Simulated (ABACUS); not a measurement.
Wanted: an ASE script for an ABACUS 3.10.1 run.

```
Task                                          : single point
Functional                                    : WC
Potentials or basis                           : PseudoDojo NC SR 0.4.1 PBE standard
Cutoff                                        : 1102 eV
Density cutoff                                : 4408 eV
Basis                                         : plane waves
k mesh                                        : 6 × 6 × 6
Occupations                                   : fermi-dirac, width 0.05 eV
Spin                                          : no spin polarisation
Radial cutoff of the potentials (pseudo_rcut) : 10 bohr
SCF threshold on the density                  : 1e-08
Max SCF steps                                 : 100
Eigensolver                                   : dav
Mixing                                        : broyden
Mixing share                                  : 0.7
Symmetry key                                  : 1
Bands                                         : 24
```

The structure of GaSb lies in POSCAR:

```
GaSb
1.0
    0.0000000000      3.0590000000      3.0590000000
    3.0590000000      0.0000000000      3.0590000000
    3.0590000000      3.0590000000      0.0000000000
Sb Ga
1 1
Direct
    0.7500000000      0.7500000000      0.7500000000
    0.0000000000      0.0000000000      0.0000000000
```

The input as run:

run_abacus.py

```python
"""ABACUS run from a structure file: ASE reads it, the script writes STRU, KPT and INPUT."""
import re
import subprocess
from ase.io import read
from ase.units import Bohr

atoms = read("POSCAR")
atoms = atoms[(-atoms.numbers).argsort(kind="stable")]  # ABACUS lists atoms element by element
pseudo = {'Sb': 'Sb.upf', 'Ga': 'Ga.upf'}
orbital = {}
magmoms = None
kmesh = [6, 6, 6]
params = {
    'suffix': 'GaSb',
    'calculation': 'scf',
    'basis_type': 'pw',
    'pseudo_dir': './',
    'symmetry': 1,
    'dft_functional': 'wc',
    'ecutwfc': 81,
    'pseudo_rcut': 10,
    'nspin': 1,
    'nbands': 24,
    'ks_solver': 'dav',
    'smearing_method': 'fd',
    'smearing_sigma': 0.00367493,
    'scf_thr': 1e-08,
    'scf_nmax': 100,
    'mixing_type': 'broyden',
    'mixing_beta': 0.7,
    'cal_force': 1,
    'cal_stress': 1,
    'out_chg': 1,
    'kpar': 4,
}

symbols = atoms.get_chemical_symbols()
elements = list(dict.fromkeys(symbols))
lines = ["ATOMIC_SPECIES"] + [f"{e} {atoms.get_masses()[symbols.index(e)]:.4f} {pseudo[e]}" for e in elements]
if orbital:
    lines += ["", "NUMERICAL_ORBITAL"] + [orbital[e] for e in elements]
lines += ["", "LATTICE_CONSTANT", f"{1 / Bohr:.10f}", "", "LATTICE_VECTORS"]
lines += [" ".join(f"{x:.10f}" for x in v) for v in atoms.cell]
lines += ["", "ATOMIC_POSITIONS", "Direct"]
for e in elements:
    lines += ["", e, "0.0", str(symbols.count(e))]
    for i, p in enumerate(atoms.get_scaled_positions(wrap=False)):
        if symbols[i] == e:
            mag = "" if magmoms is None else " mag " + " ".join(str(x) for x in (magmoms[i] if isinstance(magmoms[i], list) else [magmoms[i]]))
            lines.append(" ".join(f"{x:.10f}" for x in p) + " 1 1 1" + mag)
open("STRU", "w").write("\n".join(lines) + "\n")
open("KPT", "w").write("K_POINTS\n0\nGamma\n%d %d %d 0 0 0\n" % tuple(kmesh))
open("INPUT", "w").write("INPUT_PARAMETERS\n" + "".join(f"{k:<20s}{v}\n" for k, v in params.items()))

done = subprocess.run(['mpirun', '-np', '4', 'abacus'])
if done.returncode:
    raise SystemExit(done.returncode)
log = open("OUT.GaSb/running_scf.log").read()
print("final energy (eV):", re.findall(r"FINAL_ETOT_IS (\S+)", log))
```

Potentials or basis: PseudoDojo NC SR 0.4.1 PBE standard, plane waves.

Command:

```bash
$ OMP_NUM_THREADS=1 python run_abacus.py > log
```

Results of the run:

* Pressure: 0.1 GPa
* Band gap on the k mesh: none (metal or under the smearing width)

Caveat: the potentials were made for another functional, which shifts forces and pressure; this crystal is a semiconductor, whose small gap the functional closes, so the metal is an error of the method.

Wall time 8.1 s on 4 MPI ranks on Intel(R) Xeon(R) Platinum 8488C (Sapphire Rapids), on a shared host, peak memory 0.44 GiB a rank.
